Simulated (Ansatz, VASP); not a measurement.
# MgS in VASP and in Ansatz

INCAR

```
PREC = Accurate
ENCUT = 520
EDIFF = 1E-6
ISMEAR = 0
SIGMA = 0.05
LREAL = F
LASPH = T
NELM = 60
ALGO = Normal
ISIF = 2
LWAVE = F
LCHARG = F
GGA = PS
NBANDS = 11
```

Contents of KPOINTS:

```
regular mesh
0
Gamma
  8 8 8
```

File POSCAR:

```
MgS
1.0
    0.0000000000      2.6666912500      2.4715675000
    2.6666912500      0.0000000000      2.4715675000
    2.6666912500      2.6666912500      0.0000000000
Mg S
1 1
Direct
    0.0000000000      0.0000000000      0.0000000000
    0.5000000000      0.5000000000      0.5000000000
```

Input for Ansatz:

```yaml
crystal:
  lattice:
    - [0.0, 2.66669125, 2.4715675]
    - [2.66669125, 0.0, 2.4715675]
    - [2.66669125, 2.66669125, 0.0]
  atoms:
    - { symbol: Mg, position: [0.0, 0.0, 0.0] }
    - { symbol: S, position: [0.5, 0.5, 0.5] }
basis:
  ecutwfc: 420
kpoints:
  mp_grid: { grid: [8, 8, 8] }
hamiltonian:
  xc: pbesol
scf:
  occupations: { method: gaussian, width: 0.05 }
output:
  forces: true
  stress: true
  eigenvalues: true
  write_density: true
  write_potential: true
  elf: true
  volumetric_format: npy
```

Change from the starting cell: strain +0.025 along x and y, -0.050 along z, atoms carried along.

Alike in both runs: task single point; functional PBEsol; k mesh 8 × 8 × 8; occupations gaussian, width 0.05 eV; no spin polarisation.

```csv
,VASP,Ansatz
version,VASP 6.6.1,Ansatz 0.2.0
potentials or method,"VASP PAW PBE potentials, release 64 (Mg, S)","scalar-relativistic, plane waves, PAW"
plane-wave cutoff (eV),520,420
valence electrons in the cell,8,16
```

Ansatz gave:

| Quantity | Value |
| --- | --- |
| gap on the k mesh at the Fermi level (eV) | 2.41 |
| least direct gap on the mesh (eV) | 3.49 |
| pressure (GPa) | 0.2 |
| largest component of the traceless stress (GPa) | 6.09 |

Q: Which values does VASP return?

A: gap on the k mesh at the Fermi level (eV): 2.41; least direct gap on the mesh (eV): 3.49; pressure (GPa): 0.0; largest component of the traceless stress (GPa): 6.08.

The two sets of potentials don't hold the same shells in valence.

Caveats: the PAW data sets were made with another functional, which shifts forces and pressure a little (VASP). A k mesh can miss the band edges.
